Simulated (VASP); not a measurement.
Input of a VASP 6.6.1 run:

File POSCAR:

```
KI
1.0
    0.0000000000      3.5445661401      3.5445661401
    3.5445661401      0.0000000000      3.5445661401
    3.5445661401      3.5445661401      0.0000000000
K I
1 1
Direct
    0.0000000000      0.0000000000      0.0000000000
    0.5000000000      0.5000000000      0.5000000000
```

File INCAR.step1:

```
SYSTEM = KI
PREC = Accurate
ENCUT = 520
EDIFF = 1E-5
ISMEAR = 0
SIGMA = 0.01
LREAL = .False.
LASPH = .True.
NELM = 60
ALGO = Normal
ISIF = 2
LWAVE = .True.
LCHARG = .False.
NBANDS = 15
GGA = PE
```

The input INCAR.step2:

```
SYSTEM = KI
PREC = Accurate
ENCUT = 520
EDIFF = 1E-7
ISMEAR = 0
SIGMA = 0.01
LREAL = .False.
LASPH = .True.
NELM = 60
ALGO = Normal
ISIF = 2
LWAVE = .False.
LCHARG = .False.
GGA = PE
LHFCALC = .True.
AEXX = 0.4
HFSCREEN = 0.3
PRECFOCK = Normal
NBANDS = 15
ISTART = 1
```

Contents of KPOINTS:

```
Automatic mesh
0
Gamma
  4 4 4
  0 0 0
```

Potentials or basis: VASP PAW PBE potentials, release 64 (K_sv, I).

Launch:

```sh
$ cat potpaw_PBE.64/K_sv/POTCAR potpaw_PBE.64/I/POTCAR > POTCAR
$ cp INCAR.step1 INCAR
$ mpirun -np 1 vasp_std > vasp.out
$ cp INCAR.step2 INCAR
$ mpirun -np 1 vasp_std > vasp.out
```

Q: Estimate the band gap on the k mesh.

A: 5.20 eV.

Q: Predict the pressure.

A: 0.2 GPa.

Caveat: the PAW data sets were made with another functional, which shifts forces and pressure a little; spin-orbit coupling is left out, which moves the levels of the heavy elements.

**The experiment to reproduce.**

From a printed reference work, monograph, for a bulk crystal of KI: band gap 6.32 eV.

Against the measured gap of KI, 6.32 eV (a printed reference work, monograph), the calculated 5.20 eV is off by -1.12 eV. Spin-orbit coupling on I is left out. The value is that of PBE-based screened hybrid with 40 % exact exchange, without temperature or zero-point motion.
